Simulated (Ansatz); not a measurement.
**AgCl (Fm-3m): the HSE06 gap against the k mesh of the hybrid**

How far can the k mesh of the hybrid be lowered for the gap of AgCl (Fm-3m)?

Main program and level: Ansatz 0.2.0; DFT, HSE06, plane waves, PAW.

Report form: the programs' logs are mostly left out.

## Step 1: Starting point

The structure is cubic, space group Fm-3m (No. 225). Conventional cell: a = 5.545 Å, b = 5.545 Å, c = 5.545 Å, α = 90.00°, β = 90.00°, γ = 90.00°. Ag has 6 Cl at 2.77 Å nearest. Nearest to Cl lie 6 Ag at 2.77 Å. Farther neighbours and most contacts between anions are not listed.

Coordinates:

```cif
data_structure
_symmetry_space_group_name_H-M 'Fm-3m'
_symmetry_Int_Tables_number 225
_cell_length_a 5.5453
_cell_length_b 5.5453
_cell_length_c 5.5453
_cell_angle_alpha 90.000
_cell_angle_beta 90.000
_cell_angle_gamma 90.000
_cell_volume 170.52
loop_
_atom_site_label
_atom_site_type_symbol
_atom_site_symmetry_multiplicity
_atom_site_Wyckoff_symbol
_atom_site_fract_x
_atom_site_fract_y
_atom_site_fract_z
_atom_site_occupancy
Ag1 Ag 4 a 0.00000 0.00000 0.00000 1
Cl1 Cl 4 b 0.50000 0.00000 0.00000 1
```

The cell and positions are those that the Materials Project relaxed with its own functionals (PBE, PBE+U or r2SCAN), kept fixed. The default PAW set here is soft_2. Its files were made with PBE.

## Step 2: k mesh of the hybrid: 2×2×2

input.yaml reads:

```yaml
crystal:
  lattice:
    - [0.0, 2.7726629968, 2.7726629968]
    - [2.7726629968, 0.0, 2.7726629968]
    - [2.7726629968, 2.7726629968, 0.0]
  atoms:
    - { symbol: Ag, position: [0.0, 0.0, 0.0] }
    - { symbol: Cl, position: [0.5, 0.5, 0.5] }
kpoints:
  mp_grid: { grid: [2, 2, 2] }
  band_path:
    path:
      - [0.0, 0.0, 0.0]
      - [0.5, 0.0, 0.5]
      - [0.625, 0.25, 0.625]
      - [0.375, 0.375, 0.75]
      - [0.5, 0.5, 0.5]
      - [0.5, 0.25, 0.75]
      - [0.0375, 0.0375, 0.075]
    npoints: 1
hamiltonian:
  xc: hse06
scf:
  occupations: { method: fixed }
  n_extra_bands: 4
output:
  eigenvalues: true
```

Command:

```console
ansatz run input.yaml --threads 3 --pin off --max-ram 92160MiB --backend cuda --events-out ev --progress --plain --runs-dir out --devices 1 --max-vram 13GiB
```

The job ended after 12 s (1 × NVIDIA H100 80GB HBM3 (shared by 6 runs) with 3 threads of AMD EPYC 7R13 (Zen 3), shared host; peak memory 1 GiB; 8.3 s of CPU time).

Numbers from this step:

```yaml
gap: 2.508 eV
valence_top_at: L
conduction_bottom_at: Γ
least_direct_gap: 4.578 eV
exact_exchange_fraction: 0.25
```

The gap is indirect, with the least direct gap 2.07 eV higher.

## Step 3: k mesh of the hybrid: 4×4×4

Edit input.yaml of step 2 so:

```diff
@@ -9,3 +9,3 @@
 kpoints:
-  mp_grid: { grid: [2, 2, 2] }
+  mp_grid: { grid: [4, 4, 4] }
   band_path:
```

The job ended after 13 s (1 × NVIDIA H100 80GB HBM3 (shared by 6 runs) with 3 threads; peak memory 1 GiB; 11 s of CPU time).

Numbers from this step:

| Item | Value |
| --- | --- |
| gap | 2.417 eV |
| valence top at | L |
| conduction bottom at | Γ |
| least direct gap | 4.551 eV |

The gap is 2.417 eV, −0.091 eV from the run before at this level.

## Step 4: k mesh of the hybrid: 6×6×6

Edit input.yaml of step 3 so:

```diff
@@ -9,3 +9,3 @@
 kpoints:
-  mp_grid: { grid: [4, 4, 4] }
+  mp_grid: { grid: [6, 6, 6] }
   band_path:
@@ -27 +27,5 @@
   eigenvalues: true
+  write_density: true
+  write_potential: true
+  elf: true
+  volumetric_format: npy
```

Elapsed: 23 s, on 1 × NVIDIA H100 80GB HBM3 (shared by 6 runs) with 3 threads; peak memory 1.2 GiB; 23 s of CPU time.

This step gave:

- gap: 2.411 eV
- valence top at: L
- conduction bottom at: Γ
- least direct gap: 4.546 eV

The gap is 2.411 eV, −0.006 eV from the run before at this level.

## Step 5: The series

Differences are against the last row; a negative gap means that bands overlap, and a run with a band path holds that path's time. Times are wall times on 1 × NVIDIA H100 80GB HBM3 (shared by 6 runs) with 3 threads of AMD EPYC 7R13 (Zen 3), shared host, good to a factor of about two.

```tsv
k mesh of the hybrid	gap (eV)	direct gap (eV)	gap error (eV)	energy error (meV/atom)	irreducible k	time
2×2×2	2.508	4.578	+0.097	+304.8	3	12 s
4×4×4	2.417	4.551	+0.006	+3.9	8	13 s
6×6×6	2.411	4.546	+0.000	+0.0	16	23 s
```

## Step 6: What came out

* 2×2×2: 2.508 eV
* 4×4×4: 2.417 eV
* 6×6×6: 2.411 eV

**Reading.** The gap holds to 0.02 eV from 4×4×4 on. At 2×2×2 the gap is off by +0.097 eV and the energy by +305 meV/atom. The gap is read over the mesh and added points near the edges, so meshes differ mainly through the density and, for a hybrid, the exchange operator.

[Paths, hosts, dates, memory and timing lines, banners, echoed tables and standing remarks are left out of the program output.]

[Logs are printed without paths, hosts, clocks, repeated set-up lines and the standing remarks that a program may print on its own settings, such as how far it seeks lower states.]

[Runs of the session that timed out or met a known fault of the program may be left out.]

[Cells called generated may have been cut or substituted from an entry of the Crystallography Open Database or the Materials Project.]

[Hosts, paths, dates, database ids (printed as entryN), source tags and the programs' standing remarks are cut or masked in the printed files.]
